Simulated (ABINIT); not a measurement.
# Re: equation of state with LDA

The system is Re.

```
CELL_PARAMETERS angstrom
2.76080 0.00000 0.00000
-1.38040 2.39092 0.00000
0.00000 0.00000 4.45820
ATOMIC_POSITIONS crystal
Re 0.66667 0.33333 0.75000
Re 0.33333 0.66667 0.25000
```

```yaml
Program: ABINIT 10.8.3 (patched build)
Task: equation of state
Functional: LDA
Potentials_or_basis: JTH PAW LDA v2.0
Cutoff: 327 eV
k_mesh: 11 × 11 × 6
Occupations: fermi-dirac, width 0.05 eV
Spin: no spin polarisation
```

```yaml
Equilibrium_volume: 14.31 Å³/atom
Bulk_modulus_at_fixed_shape_and_positions: 399 GPa
Pressure_derivative_of_the_bulk_modulus: "5.3 (rough: it moves with the points fitted)"
```

Energy against volume, from the lowest point:
| volume (Å³/atom) | energy (meV/atom) |
| --- | --- |
| 13.831 | 20.27 |
| 14.125 | 1.96 |
| 14.420 | 0.00 |
| 14.714 | 11.96 |
| 15.008 | 37.39 |
| 15.303 | 73.33 |
| 15.597 | 119.03 |

Run time: 83 s on 1 thread of Arm Neoverse V1 (shared host), peak memory 0.11 GiB.

Caveat: the cutoff is too short for stress, so the log's stress isn't used; pressures at fixed basis lie under the slope of the energies; the cell was scaled at fixed shape and fractional positions, which overstates the stiffness of a crystal with free parameters, most of all of layers and chains. The run has no spin-orbit coupling, so splittings on Re are missing.
